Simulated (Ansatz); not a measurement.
## LiBr: levels along high-symmetry lines

```yaml
crystal:
  lattice:
    - [0.00000, 2.74450, 2.74450]
    - [2.74450, 0.00000, 2.74450]
    - [2.74450, 2.74450, 0.00000]
  atoms:
    - { symbol: Li, position: [0.00000, 0.00000, 0.00000] }
    - { symbol: Br, position: [0.50000, 0.50000, 0.50000] }
```

Atom numbers follow the list: Li1, Br2.

The cell is COD entry 1011363, as deposited and not checked against the literature; nothing was relaxed. It is an old determination, and later ones may differ.

These are results of DFT, PBE, all-electron LAPW, scalar-relativistic in Ansatz 0.2.0, not measurements.

Settings: a Γ-centred 8×8×8 k mesh, Fermi–Dirac smearing of 0.03 eV, basis error target 1 meV/atom, no spin polarisation.

Points in fractions of the reciprocal vectors of this cell: Γ (0, 0, 0), X (0.5, 0, 0.5), U (0.625, 0.25, 0.625), K (0.375, 0.375, 0.75), L (0.5, 0.5, 0.5), W (0.5, 0.25, 0.75). The path joins them by straight lines in the order Γ–X–U–K–Γ–L–W–X; legs that retrace an earlier one aren't tabulated. Energies are in eV from the top of the valence band.

**Question.** List the levels at W between -20 and 8 eV.

**Answer.** -12.79, -2.17 (×2), -1.16.

**Question.** List the levels at U between -20 and 8 eV.

**Answer.** -12.81, -2.51, -1.87, -0.87, 6.64.

**Question.** List the levels at Γ between -20 and 8 eV.

**Answer.** -13.46, 0.00 (×3), 4.96.

**Question.** What is the band gap?

**Answer.** 4.96 eV, direct at Γ.
